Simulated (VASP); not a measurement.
# CClH3 in VASP: a series of runs, part 2 of 2

VASP 6.6.1. The steps go on from the part before.

### 3 Single point, RPBE+D3(BJ)

File INCAR:

```
  ALGO = Normal
  EDIFF = 1E-7
  ENCUT = 400
  GGA = RP
  ISIF = 2
  ISMEAR = 0
  ISYM = 0
  IVDW = 12
  LASPH = True
  LCHARG = False
  LREAL = False
  LWAVE = False
  NELM = 80
  PREC = Accurate
  SIGMA = 0.01
```

File KPOINTS:

```
k-points
0
Gamma
  1 1 1
```

File POSCAR:

```
H3CCl                                   
1.0
   12.7670747303      0.0000000000      0.0000000000
    0.0000000000     13.2670747303      0.0000000000
    0.0000000000      0.0000000000     13.7670747303
  C               Cl              H             
     1     1     3
Selective dynamics
Direct
     0.4970414396999985    0.5134837255000022    0.4949221529999974   F   F   F
     0.5319418036034980    0.3988986284476570    0.5548157863806302   T   T   T
     0.5552196080397707    0.5709768752299091    0.5135217836853202   T   T   T
     0.4191446446210799    0.5362274200617567    0.5199720914012705   T   T   T
     0.4964919117310311    0.4997961284029513    0.4164873052750786   T   T   T
```

Potentials or basis: VASP PAW PBE potentials, release 64 (C, Cl, H).

On the command line:

```bash
$ cat potpaw_PBE.64/C/POTCAR potpaw_PBE.64/Cl/POTCAR potpaw_PBE.64/H/POTCAR > POTCAR
$ mpirun -np 1 vasp_gam > vasp.out
```

OUTCAR:

```text
EDIFF = 1E-7
   ENCUT = 400
   GGA = RP
   ISIF = 2
   ISMEAR = 0
   ISYM = 0
   IVDW = 12
   LASPH = True
   LREAL = False
   NELM = 80
   PREC = Accurate
 IVDW          = 12

 ion  position               nearest neighbor table
   1  0.497  0.513  0.495-   5 1.10   4 1.10   3 1.10   2 1.79
   2  0.532  0.399  0.555-   1 1.79
   3  0.555  0.571  0.514-   1 1.10
   4  0.419  0.536  0.520-   1 1.10
   5  0.496  0.500  0.416-   1 1.10

IMPORTANT INFORMATION: All symmetrisations will be switched off!
NOSYMM: (Re-)initialisation of all symmetry stuff for point group C_1.

----------------------------------------------------------------------------------------

                                     Primitive cell

  volume of cell :    2331.8910

  direct lattice vectors                    reciprocal lattice vectors
    12.767074730  0.000000000  0.000000000     0.078326478  0.000000000  0.000000000
     0.000000000 13.267074730  0.000000000     0.000000000  0.075374566  0.000000000
     0.000000000  0.000000000 13.767074730     0.000000000  0.000000000  0.072637072

  length of vectors
    12.767074730 13.267074730 13.767074730     0.078326478  0.075374566  0.072637072

  position of ions in fractional coordinates (direct lattice)
     0.497041440  0.513483726  0.494922153
     0.531941804  0.398898628  0.554815786
     0.555219608  0.570976875  0.513521784
     0.419144645  0.536227420  0.519972091
     0.496491912  0.499796128  0.416487305

  ion indices of the primitive-cell ions
   primitive index   ion index
                 1           1
                 2           2
                 3           3
                 4           4
                 5           5

----------------------------------------------------------------------------------------

 KPOINTS: k-points

Automatic generation of k-mesh.
 Grid dimensions read from file:
 generate k-points for:    1    1    1

 Generating k-lattice:

  Cartesian coordinates                     Fractional coordinates (reciprocal lattice)
     0.078326478  0.000000000  0.000000000     1.000000000  0.000000000  0.000000000
     0.000000000  0.075374566  0.000000000     0.000000000  1.000000000  0.000000000
     0.000000000  0.000000000  0.072637072     0.000000000  0.000000000  1.000000000

  Length of vectors
     0.078326478  0.075374566  0.072637072

  Shift w.r.t. Gamma in fractional coordinates (k-lattice)
     0.000000000  0.000000000  0.000000000

 Subroutine IBZKPT returns following result:
 ===========================================

 Found      1 irreducible k-points:

 Following reciprocal coordinates:
            Coordinates               Weight
  0.000000  0.000000  0.000000      1.000000
   k-points           NKPTS =      1   k-points in BZ     NKDIM =      1   number of bands    NBANDS=     11
   number of dos      NEDOS =    301   number of ions     NIONS =      5
   total plane-waves  NPLWV = 680400
   dimension x,y,z NGX =    84 NGY =   90 NGZ =   90
   dimension x,y,z NGXF=   168 NGYF=  180 NGZF=  180
   ions per type =               1   1   3
   NGX,Y,Z   is equivalent  to a cutoff of  10.94, 11.28, 10.87 a.u.
   NGXF,Y,Z  is equivalent  to a cutoff of  21.88, 22.56, 21.74 a.u.
 SYSTEM =  unknown system
   PREC   = accura    normal or accurate (medium, high low for compatibility)
   ISTART =      0    job   : 0-new  1-cont  2-samecut
   ICHARG =      2    charge: 1-file 2-atom 10-const
   ISPIN  =      1    spin polarized calculation?
   LNONCOLLINEAR =      F non collinear calculations
   LSORBIT =      F    spin-orbit coupling
   LASPH  =      T    aspherical Exc in radial PAW
   ENCUT  =  400.0 eV  29.40 Ry    5.42 a.u.  20.82 21.64 22.45*2*pi/ulx,y,z
   NELM   =     80;   NELMIN=  2; NELMDL= -5     # of ELM steps
   EDIFF  = 0.1E-06   stopping-criterion for ELM
   LREAL  =      F    real-space projection
   EDIFFG = 0.1E-05   stopping-criterion for IOM
   NSW    =      0    number of steps for IOM
   IBRION =     -1    ionic relax: 0-MD 1-quasi-New 2-CG
   NFREE  =      0    steps in history (QN), initial steepest desc. (CG)
   ISIF   =      2    stress and relaxation
   ISYM   =      0    0-nonsym 1-usesym 2-fastsym
   POTIM  = 0.5000    time-step for ionic-motion
   TEBEG  =    0.0;   TEEND  =   0.0 temperature during run
   PSTRESS=    0.0 pullay stress
   NELECT =      14.0000    total number of electrons
   NUPDOWN=      -1.0000    fix difference up-down
   EMIN   =  10.00;   EMAX   =-10.00  energy-range for DOS
   EFERMI =   0.00;   METHOD = LEGACY
   ISMEAR =     0;   SIGMA  =   0.01  broadening in eV -4-tet -1-fermi 0-gaus
   EFERMI_NEDOS =   21; number of points for ismear=-14 and -15
   IALGO  =     38    algorithm
   IMIX   =      4    mixing-type and parameters
     AMIX     =   0.40;   BMIX     =  1.00
     AMIX_MAG =   1.60;   BMIX_MAG =  1.00
  volume/ion in A,a.u.               =     466.38      3147.28
  Fermi-wavevector in a.u.,A,eV,Ry     =   0.297542  0.562273  1.204540  0.088531
  Thomas-Fermi vector in A             =   1.163129
   LORBIT       =      0    0 simple, 1 ext, 2 COOP (PROOUT), +10 PAW based schemes
   GGA     = RP    functional components
   LHFCALC =     F    Hartree Fock is set to
   AEXX    =    0.0000 exact exchange contribution
   IVDW    =    12    specifies the selected vdW correction
   LEPSILON=     F    determine dielectric tensor
   LRPA    =     F    only Hartree local field effects (RPA)
 non-spin polarized calculation
 Gauss-broadening in eV      SIGMA  =   0.01
  energy-cutoff  :      400.00
  volume of cell :     2331.89
 maximum number of plane-waves:     21158
 NGX is ok and might be reduce to    84
   NGX = 41   NGY = 43   NGZ = 45

 number of electron      14.0000002 magnetization

 Free energy of the ion-electron system (eV)
  ---------------------------------------------------
  ext. energy  EPLUGINS =         0.00000000
  ---------------------------------------------------
  free energy    TOTEN  =       -22.21368889 eV

  energy without entropy =      -22.21368889  energy(sigma->0) =      -22.21368889

 E-fermi :  -6.8504     XC(G=0):  -0.4554

 val. band max:       -6.9268787890   @ k =   0.0000   0.0000   0.0000
 cond. band min:      -0.7583484443   @ k =   0.0000   0.0000   0.0000
 fundamental gap:      6.1685303447
 Fermi energy:        -6.8504449059

 k-point     1 :       0.0000    0.0000    0.0000
  band No.  band energies     occupation
      1     -21.1586      2.00000
      2     -16.6269      2.00000
      3     -10.8181      2.00000
      4     -10.8180      2.00000
      5     -10.1096      2.00000
      6      -6.9270      2.00000
      7      -6.9269      2.00000
      8      -0.7583      0.00000
      9      -0.3474      0.00000
     10       0.4228      0.00000
     11       0.4468      0.00000

------------------------ aborting loop because EDIFF is reached ----------------------------------------

 Edisp (eV)   -0.36112

 E8    (eV) :    -0.1668

  FORCE on cell =-STRESS in cart. coord.  units (eV):
  Direction    XX          YY          ZZ          XY          YZ          ZX
  --------------------------------------------------------------------------------------
  -------------------------------------------------------------------------------------
  Total      -0.31408    -0.25568    -0.29808    -0.02130    -0.03846     0.01133
  in kB      -0.21579    -0.17567    -0.20481    -0.01463    -0.02642     0.00778
  external pressure =       -0.20 kB  Pullay stress =        0.00 kB

 VOLUME and BASIS-vectors are now :
 -----------------------------------------------------------------------------
  energy-cutoff  :      400.00
  volume of cell :     2331.89
      direct lattice vectors                 reciprocal lattice vectors
    12.767074730  0.000000000  0.000000000     0.078326478  0.000000000  0.000000000
     0.000000000 13.267074730  0.000000000     0.000000000  0.075374566  0.000000000
     0.000000000  0.000000000 13.767074730     0.000000000  0.000000000  0.072637072

 POSITION                                       TOTAL-FORCE (eV/Angst)
 -----------------------------------------------------------------------------------
      6.34577      6.81243      6.81363        -0.010934      0.036321     -0.019828
      6.79134      5.29222      7.63819         0.014301     -0.047302      0.025837
      7.08853      7.57519      7.06969         0.003910      0.006759      0.000608
      5.35125      7.11417      7.15849        -0.006838      0.003569      0.001048
      6.33875      6.63083      5.73381        -0.000439      0.000651     -0.007665
 -----------------------------------------------------------------------------------
    total drift:                                0.000497      0.000459     -0.000213

  FREE ENERGIE OF THE ION-ELECTRON SYSTEM (eV)
  ---------------------------------------------------
  free  energy   TOTEN  =       -22.5748133625 eV

  energy  without entropy=      -22.5748133625  energy(sigma->0) =      -22.57481336
```

It took 93 s on 1 thread of AMD EPYC 7R13 (Zen 3), shared host; peak memory 1.1 GiB.

What came out:

* Free energy: -22.5748 eV
* Largest force: 0.056 eV/Å
* Gap between the frontier levels: 6.17 eV
* Dispersion energy per atom: -0.072 eV

Forces on the atoms (eV/Å):
```
C   -0.011  0.036 -0.020
Cl   0.014 -0.047  0.026
H    0.004  0.007  0.001
H   -0.007  0.004  0.001
H    0.000  0.001 -0.008
```

Caveat: the cutoff is under 1.25 times the usual one of these potentials, so pressure, stress and relaxed cells hold a basis-set (Pulay) error; the PAW data sets were made with another functional, which shifts forces and pressure a little.

### 4 Single point, r2SCAN+rVV10

File INCAR:

```
  ALGO = Normal
  BPARAM = 11.95
  CPARAM = 0.0093
  EDIFF = 1E-7
  ENCUT = 400
  ISIF = 2
  ISMEAR = 0
  ISYM = 0
  IVDW_NL = 2
  LASPH = True
  LCHARG = False
  LMIXTAU = True
  LREAL = False
  LUSE_VDW = True
  LWAVE = False
  METAGGA = R2SCAN
  NELM = 80
  PREC = Accurate
  SIGMA = 0.01
```

KPOINTS is that of step 3.

POSCAR is that of step 3.

On the command line:

```bash
$ cat potpaw_PBE.64/C/POTCAR potpaw_PBE.64/Cl/POTCAR potpaw_PBE.64/H/POTCAR > POTCAR
$ mpirun -np 1 vasp_gam > vasp.out
```

Wall time 33 min (1 thread of AMD EPYC 7R13 (Zen 3), shared host); peak memory 3.6 GiB.

Results (log left out):

```yaml
Free_energy: -27.0004 eV
Largest_force: 0.234 eV/Å
Gap_between_the_frontier_levels: 7.03 eV
```

Forces on the atoms (eV/Å):
```
C   -0.021  0.073 -0.041
Cl  -0.038  0.122 -0.064
H   -0.157 -0.164 -0.054
H    0.212 -0.067 -0.072
H    0.003  0.036  0.230
```

Levels at points of the mesh, in eV from the valence-band top:
| k point | band 5 | band 6 | band 7 | band 8 | band 9 | band 10 |
| --- | --- | --- | --- | --- | --- | --- |
| (0.00, 0.00, 0.00) | -3.25 | 0.00 | 0.00 | 7.03 | 7.31 | 7.99 |

Caveat: the cutoff is under 1.25 times the usual one of these potentials, so pressure, stress and relaxed cells hold a basis-set (Pulay) error; the PAW data sets were made with another functional, which shifts forces and pressure a little. r2SCAN opens gaps a little over a GGA but as a rule still falls short of measured ones.

### 5 Summary

```csv
level,gap on the mesh (eV),largest force (eV/Å)
RPBE,6.17,0.19
RPBE+D3(BJ),6.17,0.06
r2SCAN+rVV10,7.03,0.23
```

Alike in all rows: task single point; potentials or basis VASP PAW PBE potentials, release 64 (C, Cl, H); no spin polarisation; cell as given; k mesh 1 × 1 × 1; cutoff (eV) 400; smearing gaussian 0.01 eV.

On the cell as given the gap runs from 6.17 eV (RPBE) to 7.03 eV (r2SCAN+rVV10).

Caveats: the cutoff is under 1.25 times the usual one of these potentials, so pressure, stress and relaxed cells hold a basis-set (Pulay) error; the PAW data sets were made with another functional, which shifts forces and pressure a little.

Absolute energies hang on the potentials; compare differences alone.
